Q: I have a PBEsol band gap for a crystal and no measured value to set beside it. These gaps usually come out too small, and the error seems to grow with the gap. May I simply scale the computed value up?

A: Scaling assumes that the calculation loses a fixed fraction of every gap. It might instead lose a fixed number of electronvolts, or an amount set by some other property of the crystal. Here are eleven crystals to test these ideas on.

Band gaps of eleven crystals from FLEUR MaX-R8.1 (later development tree), computed with all-electron (FLAPW) Kohn-Sham DFT and the PBEsol functional, without spin polarisation or spin-orbit coupling. The cells were used as given, without relaxation, and each computed gap is taken between the highest occupied and lowest empty states on the listed k-mesh.

```
formula  space group  volume of the given cell (Å³/atom)  potentials or basis    k-mesh  computed band gap (eV)  measured band gap (eV)  range of the values found (eV)                                                                                               what was measured, and how                         source  computed less measured (eV)
   TePb        Fm-3m                               33.73         all electron     7x7x7                   0.956                    0.19                    0.19 to 0.32                                                                     electronic band gap at 4 K; not stated; bulk crystal         arXiv:0808.3152 (2008)                         0.77
   InAs        F-43m                               27.49         all electron     8x8x8                       0                   0.414                   0.414 to 0.42                                                            direct gap from band-to-band PL peak; photoluminescence; film             pmc:6881312 (2019)                        -0.41
     Si        Fd-3m                               20.16         all electron     8x8x8                   0.522                    1.12                   1.1 to 1.1692  indirect optical gap from Tauc plot of Kubelka-Munk function; absorptance spectroscopy with Tauc analysis; bulk crystal             pmc:6179974 (2018)                        -0.60
  SnSe2        P-3m1                               25.73         all electron     8x8x5                   0.742                     1.2                       1 to 1.21                                   direct optical gap from Tauc plot, 1200 nm film (bulk-like); diffuse reflectance; film             pmc:5680184 (2017)                        -0.46
   CdSe       P6_3mc                               28.10         all electron     7x7x4                   0.578                    1.75                    1.74 to 1.76                                                                  optical gap from Tauc plot; UV-visible absorption; film  arXiv:cond-mat/0507557 (2005)                        -1.17
   TiO2     I4_1/amd                               11.35         all electron  10x10x10                    2.08                     3.2                     3.1 to 3.98                                                  indirect optical gap from Tauc plot; UV-vis diffuse reflectance; powder             pmc:9047060 (2020)                        -1.12
 BaTiO3        Pm-3m                               12.86         all electron     7x7x7                   1.815                    3.28                       one value                       optical gap from first-derivative diffuse reflectance spectrum; UV-vis diffuse reflectance; powder            pmc:11596716 (2024)                        -1.46
    GaN       P6_3mc                               11.31         all electron   10x10x5                   1.923                    3.42                    3.37 to 3.51                                                                direct gap at Gamma from PL peak; photoluminescence; film        arXiv:2103.07021 (2021)                        -1.50
    ZnS        F-43m                               19.73         all electron     9x9x9                   1.977                    3.54                    3.54 to 3.85                                                               direct optical gap from Tauc plot; UV-vis absorption; film             pmc:9697895 (2022)                        -1.56
   SnO2     P4_2/mnm                               11.92         all electron     6x6x8                    1.18                     3.6                       one value                            band gap, experimental value quoted for comparison with calculation; not stated; bulk crystal             pmc:4705631 (2016)                        -2.42
      C        Fd-3m                                5.67         all electron  13x13x13                   4.013                     5.5                     5.47 to 5.5              absorption edge assigned to the band gap (approximate value); optical absorption spectroscopy; bulk crystal        arXiv:2306.06972 (2023)                        -1.49
```

Q: Lead telluride, TePb in the table, has a computed gap that is too large. Does that sink all three ideas at once?

A: No, because that gap was not taken at the band edges. They lie at the L point, which the mesh skips, and spin-orbit coupling, which narrows this gap strongly, is left out. BaTiO3 has a similar mesh problem and an idealised cubic cell, and for SnSe2 an indirect computed gap stands beside a direct measured one. InAs came out with no gap at all, so its error can't exceed the measured gap. That leaves Si, CdSe, TiO2, GaN, ZnS, SnO2 and diamond for a fairer comparison. Spin-orbit coupling is left out of these too, but it should change their gaps much less than that of TePb; CdSe is probably the most affected.

Q: In those seven the error does look larger for wider gaps.

A: Up to a point. Call the measured gap less the computed one the shortfall. Diamond has the widest gap, 5.5 eV, yet its shortfall of 1.5 eV is no larger than that of GaN. SnO2, with a much narrower gap, falls short by 2.4 eV. A fixed fraction can't describe both.

Q: Then a fixed shift? I could calibrate it on silicon, which everybody has measured.

A: Silicon falls short by 0.6 eV and GaN by 1.5 eV. If you calibrate the shift on silicon and reuse it for GaN, the GaN gap stays 0.9 eV too small. An average shift fails in the other direction. It comes to 1.4 eV for the seven crystals, more than the whole measured gap of silicon, so the calculation should have found silicon metallic, and it didn't.

Q: Perhaps the chemistry decides. GaN is polar and has filled d states on the metal atom, and silicon has neither.

A: Diamond is the control for that. It has silicon's structure and nonpolar bonds, and no d states, yet its shortfall is about 2.5 times that of silicon and matches that of GaN. Polar bonds and d states may well contribute in some crystals, but a large shortfall doesn't require them.

Q: What do diamond and GaN share that silicon lacks?

A: Their electrons are harder to polarise. The measure is the electronic dielectric constant ε, the part that follows fast fields; in the transparent range it is roughly the square of the refractive index. Rough recalled values are 12 for silicon, between 5 and 6 for diamond and GaN, and about 4 for SnO2. The shortfall rises as ε falls.

Q: Why should polarisation matter for a gap?

A: A gap is the cost of taking an electron out of the crystal and putting one in elsewhere. Exchange lowers the occupied states relative to the empty ones, because an electron in an occupied state doesn't repel itself. PBEsol gives occupied and empty states the same local potential, so much of this separation is lost. In a real crystal the other electrons rearrange around the added charge and weaken the effect, roughly by the factor ε. What the calculation misses should therefore be small in a crystal that polarises easily.

Hartree–Fock theory shows the opposite failure. It keeps the exchange in full but leaves out this weakening, and its gaps for such crystals are far too wide.

Q: Can you turn that into a formula?

A: Take the lost exchange energy as that of two unit charges a distance r apart, and divide it by ε:

shortfall ≈ e²/(ε r) = A/ε

With r about a bond length, 2 Å, the constant A is about 7 eV. Fitted to the seven crystals it is 8.1 eV. The agreement supports the order of magnitude and no more, since the argument is crude and r was only guessed.

Q: Show me one case in full.

A: Take GaN, which was part of the fit, with ε of about 5.3:

shortfall ≈ 8.1 eV / 5.3 = 1.53 eV
corrected gap ≈ 1.92 eV + 1.53 eV = 3.45 eV

The measured gap is 3.42 eV. Such close agreement is better than the formula usually manages.

Q: How well does it usually do?

A: I fitted each of the three laws, with one constant apiece, to the same seven crystals; the printed output follows this text. When each crystal in turn is predicted from the other six, the typical miss is 0.23 eV for the dielectric law. It is 0.60 eV for the fixed shift and 0.66 eV for the fixed fraction. Much of that advantage comes from silicon and SnO2, at the two ends of the range. The other five have similar dielectric constants and similar shortfalls, and among them a fixed shift would serve nearly as well.

Q: Is there a test outside the fit?

A: InAs offers one of a yes-or-no kind. Its ε is about 12, so the expected shortfall is 0.68 eV, more than its measured gap of 0.41 eV. The calculation should find no gap, and it finds none. A fixed fraction would always leave some gap, while the average shift closes InAs but wrongly closes silicon too. Of the three, only the dielectric law gets both right. It is a mild test, though. The margin for InAs is about the size of the law's typical miss, and leaving out spin-orbit coupling, which should widen the computed gap a little, makes it smaller still.

Q: Where does it do badly?

A: SnO2 falls short by about 0.3 eV more than the law says, and I have no tested reason for that. TiO2 misses by a similar amount the other way, but its measured values run from 3.1 to 3.98 eV, so the reference itself may be to blame. Diamond fits better than it should. Its atoms vibrate even at absolute zero, which is expected to lower the measured gap by a few tenths of an electronvolt, and the calculation holds them still. PBEsol's own error there is therefore probably larger than the table shows, and larger than the law says.

Q: So why did scaling look right at first?

A: Because wide-gap crystals are usually hard to polarise, the gap can stand in for 1/ε. Diamond breaks the link: its gap is wide, but its valence electrons are packed so densely that together they still polarise fairly well. For a neighbouring crystal, then, ask how easily its electrons polarise before you ask how wide its gap is.

Q: And SnSe2, if I compare direct gap with direct gap?

A: Then the same calculation gives 1.01 eV against a measured 1.2 eV, a shortfall of only 0.2 eV. With ε near 8, itself an uncertain value, the law expects about 1 eV. The mesh skips a whole plane of the Brillouin zone, at half the reciprocal vector along the stacking direction, where a smaller direct gap may lie. A mesh that includes this plane would help to show whether the comparison is at fault or whether the law fails for this layered crystal. The measured value needs a check too, because the kind of Tauc plot used here assumes that the gap is direct and doesn't prove it.

Numerical output:

```
fit of under on 7 rows (ok): constant 1.408 +/- 0.21; rms 0.515, worst SnO2 -1.01, leave-one-out rms 0.601
  rows outside the fit (model, value, miss): TePb 1.408, -0.766, 2.17; InAs 1.408, 0.414, 0.994; SnSe2 1.408, 0.458, 0.95; BaTiO3 1.408, 1.465, -0.0569
fit of under on 7 rows (ok): coefficient of measured 0.4128 +/- 0.06; rms 0.502, worst SnO2 -0.934, leave-one-out rms 0.664
  rows outside the fit (model, value, miss): TePb 0.07843, -0.766, 0.844; InAs 0.1709, 0.414, -0.243; SnSe2 0.4954, 0.458, 0.0374; BaTiO3 1.354, 1.465, -0.111
fit of under on 7 rows (ok): coefficient of inv 8.133 +/- 0.41; rms 0.184, worst SnO2 -0.335, leave-one-out rms 0.233
  rows outside the fit (model, value, miss): TePb 0.2465, -0.766, 1.01; InAs 0.6778, 0.414, 0.264; SnSe2 1.017, 0.458, 0.559; BaTiO3 1.506, 1.465, 0.0411
Shortfall and the gap that each law would make the calculation give (negative means closed):
     row  shortfall eV  rough dielectric constant  shortfall over measured gap  shortfall times dielectric constant eV  gap by fixed shift eV  gap by fixed fraction eV  gap by screening law eV
    TePb        -0.766                         33                       -4.032                                  -25.28                 -1.218                    0.1116                 -0.05646
    InAs         0.414                         12                            1                                   4.968                -0.9941                    0.2431                  -0.2638
      Si         0.598                         12                       0.5339                                   7.176                -0.2881                    0.6577                   0.4422
   SnSe2         0.458                          8                       0.3817                                   3.664                -0.2081                    0.7046                   0.1834
    CdSe         1.172                        6.2                       0.6697                                   7.266                 0.3419                     1.028                   0.4382
    TiO2          1.12                        5.7                         0.35                                   6.384                  1.792                     1.879                    1.773
  BaTiO3         1.465                        5.4                       0.4466                                   7.911                  1.872                     1.926                    1.774
     GaN         1.497                        5.3                       0.4377                                   7.934                  2.012                     2.008                    1.885
     ZnS         1.563                        5.1                       0.4415                                   7.971                  2.132                     2.079                    1.945
    SnO2          2.42                        3.9                       0.6722                                   9.438                  2.192                     2.114                    1.515
       C         1.487                        5.7                       0.2704                                   8.476                  4.092                      3.23                    4.073
Shortfall of diamond divided by that of Si: 2.487
Shortfall of SnO2 less that of ZnS (eV): 0.857
Gap still missing in GaN after a shift fitted to Si (eV): 0.899
Shortfall of CdSe with a rough spin-orbit correction (eV): 1.312
Shortfall of SnSe2 when direct gap is compared with direct gap (eV): 0.1913
Dielectric constant that SnSe2 would need for this shortfall: 42.52
Coulomb energy of two unit charges 2 angstrom apart (eV): 7.2
Correlation of measured gap with inverse dielectric constant in the fitted rows: 0.5837
```
